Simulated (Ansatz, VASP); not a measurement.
# Ge in VASP and in Ansatz

```
Ge
1.0
     2.72550   -6.75437   -0.00606
     2.72550    6.75437   -0.00606
    -1.04192    0.00000    3.92965
Ge
6
Direct
  0.19047 0.53265 0.45510
  0.80953 0.46735 0.54490
  0.53265 0.19047 0.95510
  0.46735 0.80953 0.04490
  0.94696 0.05304 0.25000
  0.05304 0.94696 0.75000
```

Alike in both runs: functional PBE; k mesh 4 × 4 × 4; occupations gaussian, width 0.1 eV; no spin polarisation.

Ansatz relaxed the structure, and its values are those at the end. VASP's run is a single point on that final structure, the one shown.

|  | VASP | Ansatz |
| --- | --- | --- |
| version | VASP 6.6.1 | Ansatz 0.2.0 |
| potentials or method | VASP PAW PBE potentials, release 64 (Ge_d) | scalar-relativistic, plane waves, PAW |
| plane-wave cutoff (eV) | 520 | 420 |
| valence electrons in the cell | 84 | 84 |

|  | VASP | Ansatz | Ansatz less VASP |
| --- | --- | --- | --- |
| gap on the k mesh at the Fermi level (eV) | 0.63 | 0.63 | -0.002 |
| least direct gap on the mesh (eV) | 0.63 | 0.63 | -0.002 |
| pressure (GPa) | 0.0 | 0.0 | +0.03 |
| rms of the force components (eV/Å) | 0.017 | 0.017 | -0.0007 |

With one functional, cell and mesh, what is left measures potentials, basis and numerics.

A k mesh can miss the band edges.
